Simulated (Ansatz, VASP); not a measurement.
One calculation of Li, two programs

```xyz
4
Lattice="4.4544 0.0000 0.0000 0.0000 4.4544 0.0000 0.0000 0.0000 4.4544" Properties=species:S:1:pos:R:3 pbc="T T T"
Li    3.8957    0.5587    2.7859
Li    1.6685    1.6685    1.6685
Li    0.5587    2.7859    3.8957
Li    2.7859    3.8957    0.5587
```

Alike in both runs: task single point; functional PBEsol; dispersion D4; k mesh 7 × 7 × 7; occupations tetrahedron; no spin polarisation.

|  | VASP | Ansatz |
| --- | --- | --- |
| version | VASP 6.6.1 | Ansatz 0.2.0 |
| potentials or method | VASP PAW PBE potentials, release 64 (Li_sv) | plane waves, PAW |
| plane-wave cutoff (eV) | 520 | 470 |
| valence electrons in the cell | 12 | 12 |

|  | VASP | Ansatz | Ansatz less VASP |
| --- | --- | --- | --- |
| gap on the k mesh at the Fermi level (eV) | none | none | - |
| dispersion energy (meV/atom) | -10.3 | -10.3 | -0.01 |

A gap of «none» marks a metal or a gap that the smearing closes. With one functional, cell and mesh, what is left measures potentials, basis and numerics. Ansatz warned: «band_table_not_solved_further».
